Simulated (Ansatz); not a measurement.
CuO: computed properties

Theory: Ansatz 0.2.0, DFT PBE+U, scalar-relativistic, plane waves, PAW.

Settings: cutoff 420 eV, Γ-centred mesh 14×14×8 on the computed 4-atom cell, Gaussian smearing of 0.10 eV; U_eff Cu 4.00 eV on the d shells (Löwdin-orthogonalised atomic orbitals); no spin polarisation.

The structure is relaxed at this level of theory with its symmetry kept. This form isn't the usual stable structure of the compound.

It takes space group Cccm (No. 66, orthorhombic). Conventional cell: a = 4.183 Å, b = 4.199 Å, c = 5.173 Å, α = 90.00°, β = 90.00°, γ = 90.00°. Around Cu (site symmetry 2/m) lie 4 O at 1.97 Å. O (site symmetry 222) is surrounded by 4 Cu at 1.97 Å.

- Volume per atom: 11.36 Å³
- Kohn–Sham band gap: none (metal)
- Density of states at the Fermi level: 2.04 states/eV per cell
- Löwdin character within 0.5 eV of the Fermi level: O 2p 51 %, Cu 3d 45 %
- Bader charges (e): Cu (2 in the cell) 0.93, O (2 in the cell) -0.93

Spin polarisation was left out, and a magnetic state may lie lower.

A ferromagnetic start lost its moments in a first run, so spin was left out; other magnetic orders weren't tried.

Cost: 1 run of about 2.7 core-minutes, on Arm Neoverse V2 (shared hosts).